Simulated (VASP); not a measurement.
Wanted: the native input for a VASP 6.6.1 run.

| Quantity | Value |
| --- | --- |
| Task | relaxation of cell and atoms |
| Functional | PBE |
| Dispersion | D3(BJ) |
| Potentials or basis | VASP PAW PBE potentials, release 64 (Na_pv, Cl) |
| Cutoff | 600 eV |
| k mesh | 8 × 8 × 8 |
| Occupations | gaussian, width 0.03 eV |
| Spin | no spin polarisation |
| Further INCAR settings | ALGO = Normal; EDIFF = 1e-07; IBRION = 2; EDIFFG = -0.005; NSW = 90; ISIF = 3 |

The structure of NaCl lies in POSCAR:

```
NaCl                                    
1.0
    0.0000000000      2.7917059166      2.7917059166
    2.7917059166     -0.0000000000      2.7917059166
    2.7917059166      2.7917059166      0.0000000000
  Na              Cl            
     1     1
Direct
     0.0000000000000000    0.0000000000000000    0.0000000000000000
     0.5000000000000000    0.5000000000000000    0.5000000000000000
```

The input as run:

INCAR

```
  PREC = Accurate
  ENCUT = 600
  EDIFF = 1E-7
  ISMEAR = 0
  SIGMA = 0.03
  LREAL = False
  LASPH = True
  NELM = 80
  ALGO = Normal
  ISIF = 3
  LWAVE = False
  LCHARG = False
  GGA = PE
  IVDW = 12
  IBRION = 2
  NSW = 90
  EDIFFG = -0.005
```

KPOINTS

```
Automatic mesh
0
Gamma
  8 8 8
```

Potentials or basis: VASP PAW PBE potentials, release 64 (Na_pv, Cl).

Command:

```bash
$ cat potpaw_PBE.64/Na_pv/POTCAR potpaw_PBE.64/Cl/POTCAR > POTCAR
$ mpirun -np 1 vasp_std > vasp.out
```

Results of the run:

```
Relaxed volume                         : 21.73 Å³/atom
Relaxed cell                           : a = 3.946 Å, b = 3.946 Å, c = 3.946 Å, α = 60.00°, β = 60.00°, γ = 60.00°
Space group after relaxing (to 0.05 Å) : Fm-3m (No. 225)
Energy gained by relaxing              : 0.0 meV/atom
Ionic steps                            : 2
Pressure after relaxing                : 0.0 GPa
Band gap on the k mesh                 : 5.23 eV, direct
Dispersion energy per atom             : -0.222 eV
```

Wall time 8.7 s on 1 thread of Intel(R) Xeon(R) 6975P-C (Granite Rapids) (shared host), peak memory 0.18 GiB.
